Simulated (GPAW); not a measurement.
BN:

```
CELL_PARAMETERS angstrom
0.00000 1.81300 1.81300
1.81300 0.00000 1.81300
1.81300 1.81300 0.00000
ATOMIC_POSITIONS crystal
N 0.25000 0.25000 0.25000
B 0.00000 0.00000 0.00000
```

The cell is a database's computed one.

Base run:

| Quantity | Value |
| --- | --- |
| Program | GPAW 26.7.0 |
| Functional | PBEsol |
| Potentials or basis | PAW data sets generated in the run's folder for this functional |
| Cutoff | 800 eV |
| Basis | pw |
| k mesh | 13 × 13 × 13 |
| Occupations | fermi-dirac, width 0.05 eV |
| Spin | no spin polarisation |

Its results: band gap on the k mesh 4.35 eV, indirect (least direct gap 8.73 eV); pressure -7.5 GPa.

Q: The run is repeated on the same cell with these changes: functional from PBEsol to BLYP. What comes out?

A: Band gap on the k mesh 4.93 eV, indirect (least direct gap 8.88 eV); pressure 5.2 GPa.

BLYP binds less tightly than PBEsol, so the same cell stands under more pressure.

A k mesh can miss the band edges.
